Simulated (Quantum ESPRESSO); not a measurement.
# Cu2O (Cuprite) under changes of volume

One of the cells (12.885 Å³/atom); the others are scaled copies at fixed shape and fractional positions:

```xyz
6
Lattice="4.2600 0.0000 0.0000 0.0000 4.2600 0.0000 0.0000 0.0000 4.2600" Properties=species:S:1:pos:R:3 pbc="T T T"
Cu    3.1950    1.0650    3.1950
Cu    3.1950    3.1950    1.0650
Cu    1.0650    3.1950    3.1950
Cu    1.0650    1.0650    1.0650
O     2.1300    2.1300    2.1300
O     0.0000    0.0000    0.0000
```

```yaml
Program: Quantum ESPRESSO 7.5
Functional: PBE
Potentials_or_basis: GBRV 1.5 PBE
Cutoff: 612 eV
Density_cutoff: 4898 eV
k_mesh: 6 × 6 × 6
Occupations: fermi-dirac, width 0.05 eV
Spin: no spin polarisation
```

| volume (Å³/atom) | energy over the lowest point (meV/atom) | pressure (GPa) | gap on the mesh (eV) |
| --- | --- | --- | --- |
| 12.112 | 45.40 | 12.5 | 0.72 |
| 12.369 | 26.87 | 9.0 | 0.66 |
| 12.627 | 13.60 | 5.9 | 0.61 |
| 12.885 | 5.03 | 3.2 | 0.56 |
| 13.142 | ? | ? | ? |
| 13.400 | 0.00 | -1.5 | 0.48 |
| 13.658 | 2.78 | -3.4 | 0.44 |

Q: What does the run at 13.142 Å³/atom give?

A: Energy over the lowest point 0.62 meV/atom; pressure 0.7 GPa; gap on the mesh 0.52 eV.

Worked out: A Birch-Murnaghan fit of order 3 (a polynomial in V^(-2/3)) to the other rows has its minimum at 13.32 Å³/atom with B0 = V·E''(V) = 112 GPa and B' = 4.8. It gives 0.65 meV/atom at 13.142 Å³/atom, against the run's 0.62, and -dE/dV = 1.5 GPa, against 0.7. A parabola through the other rows of the gap, of slope -2.13 eV per unit of ln V (its deformation potential) there, gives 0.52 eV, against the run's 0.52.

Energies are extrapolated to zero smearing.

A mesh can miss the band edges.
